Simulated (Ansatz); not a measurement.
# Sr: response to strain

Aim: deform Sr (x and y strained by +1.5 %, z held) and compute stress, forces and field gradients with LAPW, PAW and all-electron datasets made for the crystal.

The COD cell was measured well above room temperature, so it is larger than a cold one.

Program: Ansatz 0.2.0. Level of theory: DFT PBE, scalar-relativistic. These are calculated values, not measurements.

1 further run of the same task is left out (it didn't finish).

### 1 The system as given

Symmetry: Im-3m, No. 229, cubic system. Conventional cell: a = 4.850 Å, b = 4.850 Å, c = 4.850 Å, α = 90.00°, β = 90.00°, γ = 90.00°. Around Sr (site symmetry m-3m) lie 8 Sr at 4.20 Å.

Structure file:

```
CELL_PARAMETERS angstrom
-2.42500 2.42500 2.42500
2.42500 -2.42500 2.42500
2.42500 2.42500 -2.42500
ATOMIC_POSITIONS crystal
Sr 0.00000 0.00000 0.00000
```

### 2 After the deformation

Space group Im-3m before, I4/mmm after.

### 3 All-electron LAPW

File input.yaml:

```yaml
crystal:
  lattice:
    - [-2.461375, 2.461375, 2.425]
    - [2.461375, -2.461375, 2.425]
    - [2.461375, 2.461375, -2.425]
  atoms:
    - { symbol: Sr, position: [0.0, 0.0, 0.0] }
kpoints:
  mp_grid: { grid: [12, 12, 12] }
scf:
  occupations: { method: fermi_dirac, width: 0.05 }
hamiltonian:
  xc: pbe
  pseudopotentials: { kind: all_electron, lapw: { basis_error: 0.00025 } }
output:
  forces: true
  stress: true
  eigenvalues: true
```

On the command line:

```sh
$ ansatz run input.yaml --threads 1 --pin off --max-ram 2048MiB --backend cpu --events-out ev --progress --plain --runs-dir out
```

### 4 Frozen-core PAW

Changes to input.yaml since step 3:

```diff
@@ -13,3 +13,3 @@
   xc: pbe
-  pseudopotentials: { kind: all_electron, lapw: { basis_error: 0.00025 } }
+  pseudopotentials: { kind: paw }
 output:
@@ -18 +18,2 @@
   eigenvalues: true
+  efg: { contact_densities: true }
```

### 5 All-electron PAW on datasets made for the crystal

Changes to input.yaml since step 4:

```diff
@@ -13,3 +13,3 @@
   xc: pbe
-  pseudopotentials: { kind: paw }
+  pseudopotentials: { kind: all_electron, datasets: crystal }
 output:
```

(Steps that only read results are left out.)

Q: Predict the outcome of this session. Wanted: pressure; largest shear or deviatoric stress.

As calculated:

| quantity | value |
| --- | --- |
| pressure | LAPW -0.85, PAW -0.85, crystal datasets -0.85 GPa |
| largest shear or deviatoric stress (LAPW) | 0.01 GPa |

What this shows: The largest part of the stress beyond the pressure is 0.01 GPa in size, in the zz component. No run of the undeformed cell stands beside it, so the pressure holds what the given cell had before the change. PAW: stress within 0.01 GPa of LAPW. Crystal datasets: stress within 0.01 GPa of LAPW.
